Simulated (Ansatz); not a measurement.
**Lattice dynamics of AlAs (F-43m)**

How does AlAs (F-43m) vibrate, and is this structure a minimum?

Main program and level: Ansatz 0.2.0; DFT LDA, scalar-relativistic, plane waves, PAW; PAW set soft_1.

Report form: the programs' logs are mostly left out.

## (1) The structure

It takes space group F-43m (No. 216, cubic). Conventional cell: a = 5.661 Å, b = 5.661 Å, c = 5.661 Å, α = 90.00°, β = 90.00°, γ = 90.00°. Nearest to Al lie 4 As at 2.45 Å. Nearest to As lie 4 Al at 2.45 Å. Farther neighbours are not listed.

## (2) Bringing the structure to rest

The cell and atoms are relaxed, since residual forces and stress would shift the frequencies.

input.yaml

```yaml
crystal:
  lattice:
    - [0.0, 2.8304, 2.8304]
    - [2.8304, 0.0, 2.8304]
    - [2.8304, 2.8304, 0.0]
  atoms:
    - { symbol: Al, position: [0.0, 0.0, 0.0] }
    - { symbol: As, position: [0.25, 0.25, 0.25] }
kpoints:
  mp_grid: { grid: [8, 8, 8] }
hamiltonian:
  xc: lda
  pseudopotentials: { kind: paw, azcp: { folder: soft_1 }, xc_functional: pbe }
scf:
  occupations: { method: gaussian, width: 0.02 }
output:
  forces: true
  stress: true
  eigenvalues: true
  write_density: true
  write_potential: true
  elf: true
  volumetric_format: npy
relax:
  adjacent_minimum: "off"
  f_tol: 0.005
  max_steps: 80
  cell: { stress_tol: 0.05 }
```

On the command line:

```
ansatz run input.yaml --threads 4 --pin off --max-ram 10240MiB --backend cpu --events-out ev --progress --plain --runs-dir out
```

Run time: 2 s. Hardware: 4 threads of Arm Neoverse V2, shared host; peak memory 0.33 GiB; 6.7 s of CPU time.

The steps of the relaxation:

```csv
step,energy less that of the first step (eV),largest force component (eV/Å),pressure (GPa),volume (Å³)
1,0.0000,0.0000,-1.23,45.35
2,-0.0030,0.0000,-0.17,44.69
3,-0.0031,0.0000,0.00,44.59
4*,-0.0030,0.0000,0.00,44.59
```

Relaxation steps marked * repeat the geometry before them on a plane-wave basis chosen anew for their cell, so energy and pressure can jump there.

Forces are held to the 24 operations that the run works with; a distortion that breaks them can't arise in this run.

```csv
"conventional cell, symmetrised",before,after,change
a (Å),5.661,5.629,-0.6 %
b (Å),5.661,5.629,-0.6 %
c (Å),5.661,5.629,-0.6 %
volume (Å³/atom),22.67,22.29,-1.7 %
```

The relaxed structure:

```
Al As
1.0
     0.00000    2.81444    2.81444
     2.81444    0.00000    2.81444
     2.81444    2.81444    0.00000
Al As
1 1
Direct
  0.00000 0.00000 0.00000
  0.25000 0.25000 0.25000
```

Numbers from this step:

| Quantity | Value |
| --- | --- |
| pressure | 0.001914 GPa |
| gap on the k-mesh | 1.324 eV |
| volume per atom | 22.29 Å³ |
| direct gap on mesh | 1.984 eV |

ELF in the ac plane of a cell with a along [110], b along [-110] and c along [001] of the cube at fractional y = 0.000, with atoms of Al and As within 0.2 Å of it. It is the smooth field of the valence electrons, not physical close to the nuclei.

Ten even steps from '_' (0.02) to '@' (0.90), each cell a mean:
```
..--%%@@%%####%%@@**....--%%@@%%####%%@@**..
::##@@@@##**##%%@@@@==::##@@@@##**##%%@@@@==
==%%@@%%++::--##@@@@**==%%@@%%++::--##@@@@**
--**####--__..++####==--**####--__..++####==
..--****==::--****++::..--****==::--****++::
__..==**********++--____..==**********++--__
____::++**####**--..______::++**####**--..__
______::==++++--..__________::==++++--..____
________..::..________________..::..________
____________________________________________
....______________........______________....
----::__________..::------::__________..::--
----::..______..::--------::..______..::----
__..::--::..::::--..____..::--::..::::--..__
--__==**++++++**++::..--__==**++++++**++::..
```
Columns run along a (8.0 Å), rows up along c (5.6 Å), edges of the conventional cell, whose origin can differ from the input's. Atoms in or near the plane, at fractional coordinates: Al at (0.50, 0.00), Al at (0.00, 0.00), As at (0.75, 0.75), As at (0.25, 0.75).

Electrostatic potential energy in the ac plane of a cell with a along [110], b along [-110] and c along [001] of the cube at fractional y = 0.000, with atoms of Al and As within 0.2 Å of it. With pseudopotentials it is smooth inside the atoms' cores, unlike the true potential.

Values in eV, 8 rows by 16 columns, each cell a mean:
```
 1 -7  2 -2 -3  1 -4 -3  1 -7  2 -2 -3  1 -4 -3
 2  4 -7  8 14 -7  2  3  2  4 -7  8 14 -7  2  3
10  8 -5  1  6 -7  5  9 10  8 -5  1  6 -7  5  9
11 10  8  3  2  6  9 11 11 10  8  3  2  6  9 11
11 10 10 10 10 10 10 11 11 10 10 10 10 10 10 11
 9 10 10 10 10 10 10  9  9 10 10 10 10 10 10  9
-2  3  8 10 10  9  5 -1 -2  3  8 10 10  9  5 -1
 7 -9  4  9  9  6 -6  1  7 -9  4  9  9  6 -6  1
```
Columns run along a (8.0 Å; values clipped at the 3rd and 97th percentile), rows up along c (5.6 Å), edges of the conventional cell, whose origin can differ from the input's. Atoms in or near the plane, at fractional coordinates: Al at (0.50, 0.00), Al at (0.00, 0.00), As at (0.75, 0.75), As at (0.25, 0.75).

Valence density in the ac plane of a cell with a along [110], b along [-110] and c along [001] of the cube at fractional y = 0.000, with atoms of Al and As within 0.2 Å of it. It is the smooth field of the valence electrons, not physical close to the nuclei.

Values in e/Å³, 8 rows by 16 columns, each cell a mean:
```
 0  0  0  1  1  0  0  0  0  0  0  1  1  0  0  0
 0  0  1 11 18  2  0  0  0  0  1 11 18  2  0  0
 0  0  1  7 11  1  0  0  0  0  1  7 11  1  0  0
 0  0  0  0  0  0  0  0  0  0  0  0  0  0  0  0
 0  0  0  0  0  0  0  0  0  0  0  0  0  0  0  0
 0  0  0  0  0  0  0  0  0  0  0  0  0  0  0  0
 0  0  0  0  0  0  0  0  0  0  0  0  0  0  0  0
 0  0  0  0  0  0  0  0  0  0  0  0  0  0  0  0
```
Columns run along a (8.0 Å), rows up along c (5.6 Å), edges of the conventional cell, whose origin can differ from the input's. Atoms in or near the plane, at fractional coordinates: Al at (0.50, 0.00), Al at (0.00, 0.00), As at (0.75, 0.75), As at (0.25, 0.75).

In this step the volume went from 22.67 to 22.29 Å³/atom.

## (3) Tight relaxation, k-mesh 8×8×8

Phonons need a cell at rest on their own settings, so the relaxation is repeated with tight tolerances on forces and stress on the k mesh and occupations of the first response run.

input.yaml, the sections that differ from step 2:

```yaml
crystal:
  lattice:
    - [0.0, 2.8144366931, 2.8144366931]
    - [2.8144366931, 0.0, 2.8144366931]
    - [2.8144366931, 2.8144366931, 0.0]
  atoms:
    - { symbol: Al, position: [0.0, 0.0, 0.0] }
    - { symbol: As, position: [0.25, 0.25, 0.25] }
scf:
  occupations: { method: fixed }
output:
  forces: true
  stress: true
  eigenvalues: true
relax:
  adjacent_minimum: "off"
  f_tol: 0.001
  max_steps: 60
  cell: { stress_tol: 0.01 }
# kpoints, hamiltonian: as in step 2
```

The job ended after 1.1 s (4 threads; peak memory 0.32 GiB).

Little changed from the start: no atom moved by 0.005 Å and no cell edge by 0.1 %.

This step gave:

| Quantity | Value |
| --- | --- |
| pressure | 0.001917 GPa |

The forces vanish by symmetry and the pressure is 0.002 GPa, within the tolerances set. The cell now holds 22.29 Å³/atom.

## (4) A first phonon run

The phonons are first tried on the mesh that the gap suggested.

Edit input.yaml of step 3 so:

```diff
@@ -16,9 +16,7 @@
 output:
-  forces: true
-  stress: true
   eigenvalues: true
-relax:
-  adjacent_minimum: "off"
-  f_tol: 0.001
-  max_steps: 60
-  cell: { stress_tol: 0.01 }
+phonons:
+  method: dfpt
+  dielectric: true
+  rigid_motions: translations
+  raman: true
```

It took 55 s on 4 threads; peak memory 0.85 GiB.

This step gave:

```yaml
sum_rule_residual_before_enforcement: 5.05e-5 eV/Å²
miss_of_the_charge_sum_rule: 7.55e-5 e
estimated_error_of_the_dielectric_tensor: 0.02603
estimated_error_of_the_born_charges: 0.01551 e
point_group: -43m
highest_optical_mode_at_the_zone_centre_no_lo_to_term: 358.4 cm⁻¹
lowest_optical_zone_centre_mode: 358.4 cm⁻¹
mean_high_frequency_dielectric_constant: 9.438
largest_born_charge_third_of_the_trace: 2.148 e
mean_static_dielectric_constant: 11.44
top_of_the_zone_centre_spectrum_with_the_field: 394.5 cm⁻¹
```

The highest optical mode at Γ without the field comes at 358.4 cm⁻¹, but the log warns of the mesh: “the force constants stand on the 8×8×8 k-mesh, whose period is 11.22 times the interband length at k = (0.0000, 0.0000, 0.0000), direct gap 1.984 eV, under 14: take them and everything formed from them as unconverged”.

## (5) Tight relaxation, k-mesh 12×12×12

The k mesh is raised to 12×12×12 since a zone-centre run on the first mesh warned that it was too coarse for the force constants, and the cell is relaxed again on it.

input.yaml, the sections that differ from step 4:

```yaml
kpoints:
  mp_grid: { grid: [12, 12, 12] }
output:
  forces: true
  stress: true
  eigenvalues: true
relax:
  adjacent_minimum: "off"
  f_tol: 0.001
  max_steps: 60
  cell: { stress_tol: 0.01 }
# crystal, hamiltonian, scf: as in step 4
# phonons: removed
```

The job ended after 2.2 s (4 threads; peak memory 0.38 GiB; 8 s of CPU time).

Little changed from the start: no atom moved by 0.005 Å and no cell edge by 0.1 %.

This step gave:

```
pressure          : 0.004055 GPa
gap on the k-mesh : 1.325 eV
```

The forces vanish by symmetry and the pressure is 0.004 GPa, within the tolerances set. The cell now holds 22.29 Å³/atom.

## (6) Linear response at the zone centre

The zone centre comes first: it holds the modes that light can see, as far as symmetry allows. The response to a homogeneous field gives the Born charges and the dielectric tensor, and its change with displacement the Raman tensors.

Edit input.yaml of step 5 so:

```diff
@@ -16,9 +16,7 @@
 output:
-  forces: true
-  stress: true
   eigenvalues: true
-relax:
-  adjacent_minimum: "off"
-  f_tol: 0.001
-  max_steps: 60
-  cell: { stress_tol: 0.01 }
+phonons:
+  method: dfpt
+  dielectric: true
+  rigid_motions: translations
+  raman: true
```

Run time: 1.7 min. Hardware: 4 threads; peak memory 1.3 GiB; 6.7 min of CPU time.

This step gave:

- sum-rule residual before enforcement: 5.14e-5 eV/Å²
- miss of the charge sum rule: 8.31e-5 e
- estimated error of the dielectric tensor: 0.02664
- estimated error of the Born charges: 0.01558 e

Without the LO-TO term. Patterns of degenerate modes are one choice out of their space. Modes at Γ, with each element's share of the kinetic energy:

| mode | frequency (cm⁻¹) | symmetry | Al % | As % |
| --- | --- | --- | --- | --- |
| 1 | 0.0 | acoustic | 26 | 74 |
| 2 | 0.0 | acoustic | 26 | 74 |
| 3 | 0.0 | acoustic | 26 | 74 |
| 4 | 358.4 | T2 | 74 | 26 |
| 5 | 358.4 | T2 | 74 | 26 |
| 6 | 358.4 | T2 | 74 | 26 |

Displacements in mode 6 (358.4 cm⁻¹), the largest set to 1:
```
Al1  0.00  0.00  1.00
As2  0.00  0.00 -0.36
```

Optical modes at the zone centre, without and with the macroscopic field of the longitudinal modes; each column is sorted by frequency, so a row need not hold one and the same mode. Modes with and without the field, by row:

```
rank among optical modes  no field (cm⁻¹)  q along (1, 0, 0) (cm⁻¹)
                       1            358.4                     358.4
                       2            358.4                     358.4
                       3            358.4                     394.5
```

Born charge (rows field, columns displacement) (e), principal values of the symmetric part by kind of site:

```
atom  atoms with these values    low  middle   high   mean
 Al1                        1   2.15    2.15   2.15   2.15
 As2                        1  -2.15   -2.15  -2.15  -2.15
```

In full for As2:

```
-2.15  0.00  0.00
 0.00 -2.15  0.00
 0.00  0.00 -2.15
```

High-frequency dielectric tensor:

```
9.44 0.00 0.00
0.00 9.44 0.00
0.00 0.00 9.44
```

Static dielectric tensor (ions relaxed, fixed cell):

```
11.44  0.00  0.00
 0.00 11.44  0.00
 0.00  0.00 11.44
```

Transverse modes. Infrared lines, with heights relative to the strongest:

```csv
position (cm⁻¹),label,relative intensity
358,T2,100
```

Activity x (w_L - w)^4 (n + 1)/w, 532 nm, 300 K; the tensors are static ones, while 532 nm light lies above the computed direct gap, where resonance would change the heights; modes without the macroscopic field alone. Raman lines, with heights relative to the strongest:

| position (cm⁻¹) | label | relative intensity |
| --- | --- | --- |
| 358 | T2 | 100 |

Static second-order susceptibility (pm/V), twice the coefficient d of second-harmonic generation. Second order susceptibility, by row:

```csv
field along,xx,yy,zz,yz,xz,xy
x,0,0,0,72.11,0,0
y,0,0,0,0,72.11,0
z,0,0,0,0,0,72.11
```

Before it was imposed, the acoustic sum rule was missed by 5.1e-5 eV/Å² and the charge sum rule by 8.3e-5 e. Small misses are needed for a sound result but don't prove that mesh and cutoff are converged. Against the first mesh the highest mode moved by -0.0 cm⁻¹. The lowest optical mode is real, 358 cm⁻¹.

The log warns of the k mesh: “the force constants stand on the 12×12×12 k-mesh, whose period is 13.70 times the interband length at k = (0.0000, 0.0000, 0.0000), direct gap 1.984 eV, under 14: take them and everything formed from them as unconverged”.

(Part 1 of 2 ends here.)

[Logs are printed without paths, hosts, clocks, repeated set-up lines and the standing remarks that a program may print on its own settings, such as how far it seeks lower states.]

[Hosts, paths, dates, database ids (printed as entryN), source tags and the programs' standing remarks are cut or masked in the printed files.]
